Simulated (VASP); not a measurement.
## Ir: equation of state with PBEsol

The system is Ir.

```xyz
2
Lattice="2.7114 0.0000 0.0000 -1.3557 2.3481 0.0000 0.0000 0.0000 4.4441" Properties=species:S:1:pos:R:3 pbc="T T T"
Ir    0.0000    1.5654    1.1110
Ir    1.3557    0.7827    3.3331
```

This isn't the form of Ir at room conditions, which is fcc.

| Item | Value |
| --- | --- |
| Program | VASP 6.6.1 |
| Task | equation of state |
| Functional | PBEsol |
| Potentials or basis | VASP PAW PBE potentials, release 64 (Ir) |
| Cutoff | 520 eV |
| k mesh | 10 × 10 × 6 |
| Occupations | fermi-dirac, width 0.05 eV |
| Spin | no spin polarisation |
| Ladder | gaps |
| Further INCAR settings | ALGO = Fast; EDIFF = 1e-07 |

The equilibrium volume is 14.15 Å³/atom. The bulk modulus at fixed shape and positions is 384 GPa and the pressure derivative of the bulk modulus is 5.1 (rough: it moves with the points fitted).

Energy against volume, from the lowest point:
```
volume (Å³/atom)  energy (meV/atom)
          13.581              30.18
          13.864               7.41
          14.147               0.00
          14.430               6.20
          14.713              24.41
```

All runs of the series together: 72 s on 1 thread of Intel(R) Xeon(R) Platinum 8559C (Emerald Rapids), with other jobs on the host.

Caveat: the cell was scaled at fixed shape and fractional positions, which overstates the stiffness of a crystal with free parameters, most of all of layers and chains; the PAW data sets were made with another functional, which shifts forces and pressure a little. Spin-orbit coupling is left out, which matters for the levels of Ir.
